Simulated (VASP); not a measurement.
CrCuO2, 4 atoms in the cell. It takes space group R-3m (No. 166, trigonal). The conventional cell has a = 2.970 Å, b = 2.970 Å, c = 17.103 Å, α = 90.00°, β = 90.00°, γ = 120.00°. Cr (site symmetry -3m) has 6 O at 1.99 Å as nearest neighbours. Cu (site symmetry -3m) is surrounded by 2 O at 1.85 Å. O (site symmetry 3m) is surrounded by 1 Cu at 1.85 Å and 3 Cr at 1.99 Å. 

```yaml
Program: VASP 6.6.1
Task: relaxation of cell and atoms
Functional: PBE
Potentials_or_basis: VASP PAW PBE potentials, release 64 (Cr_pv, Cu, O)
Cutoff: 600 eV
k_mesh: 8 × 8 × 8
Occupations: fermi-dirac, width 0.05 eV
Spin: collinear spin, ferromagnetic start
Starting_moments: "[3.0, 0, 0, 0] μB"
Target_pressure: 10 GPa
Further_INCAR_settings: ALGO = Normal; EDIFF = 1e-06; IBRION = 2; EDIFFG = -0.005; NSW = 60; ISIF = 3
Target_pressure: 10 GPa
```

Potentials or basis: VASP PAW PBE potentials, release 64 (Cr_pv, Cu, O).

The run is started by

```bash
$ cat potpaw_PBE.64/Cr_pv/POTCAR potpaw_PBE.64/Cu/POTCAR potpaw_PBE.64/O/POTCAR > POTCAR
$ mpirun -np 8 vasp_std > vasp.out
```

Hardware: 8 MPI ranks on Intel(R) Xeon(R) Platinum 8559C (Emerald Rapids), on a shared host.

Problem. Estimate the wall time of this run.

Solution. Wall time 8 min on 8 MPI ranks on Intel(R) Xeon(R) Platinum 8559C (Emerald Rapids) (shared host), peak memory 0.52 GiB a rank. Counts: scf iterations 91, k points 65, ion steps 11.
